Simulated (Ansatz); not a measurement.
NaBr, pressure series

The reference is NaBr in the rock salt structure (space group Fm-3m, No. 225; a = 5.9272 Å).

Cell and atoms are relaxed at each pressure.

Computed with PBEsol (Ansatz, a quantum-chemistry and plane-wave program; PAW; 420 eV plane waves; scalar-relativistic without spin-orbit coupling).

Candidates:
(a) pressure 4.2 GPa
(b) pressure 30 GPa
(c) pressure −1 GPa

Before the change:

| Quantity | Result |
|---|---|
| Band gap | 4.07 eV |

Order them by band gap, highest first.

(b) pressure 30 GPa (5.61 eV), (a) pressure 4.2 GPa (4.52 eV), (c) pressure −1 GPa (3.92 eV)

Load acts through the strain it causes; cell and atoms are relaxed under it. Stability against distortions was not tested. Competing high-pressure phases were not computed.
